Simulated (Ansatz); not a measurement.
Runs of Ansatz 0.2.0 on Hf. The structure is cubic, space group Pm-3m (No. 221). Conventional cell: a = 2.914 Å, b = 2.914 Å, c = 2.914 Å, α = 90.00°, β = 90.00°, γ = 90.00°. Hf (site symmetry m-3m) has 6 Hf at 2.91 Å as nearest neighbours. The cell was built by a generator and needn't be a form met in nature.

```csv
level,cutoff (eV),gap on the mesh (eV),pressure (GPa)
r2SCAN0,500,none,0.5
PBEsol,420,none,(b)
PBE0,420,none,1.2
r2SCAN,500,none,(a)
LDA,420,none,-5.5
HSE06,420,none,1.4
```

Alike in all rows: task projected density of states; potentials or basis Ansatz PAW; no spin polarisation; cell as given; k mesh 5 × 5 × 5; smearing fermi-dirac 0.05 eV; the mesh is coarse, so values aren't converged.

Question: Estimate the missing entries.

Answer: (a) -0.1; (b) -2.3.

Caveats: all runs use coarse meshes; the PAW data sets come from PBE, with cores solved anew for the run's functional, which leaves a small shift of forces and pressure; the density of states is complete only up to the lowest level of the last band computed; the thresholds are loose for stress (some runs).

A k mesh can miss the band edges, and the runs leave out spin-orbit coupling on Hf.

A gap of «none» marks a metal or a gap under the smearing width.

Runs at the PBE level aren't shown here.
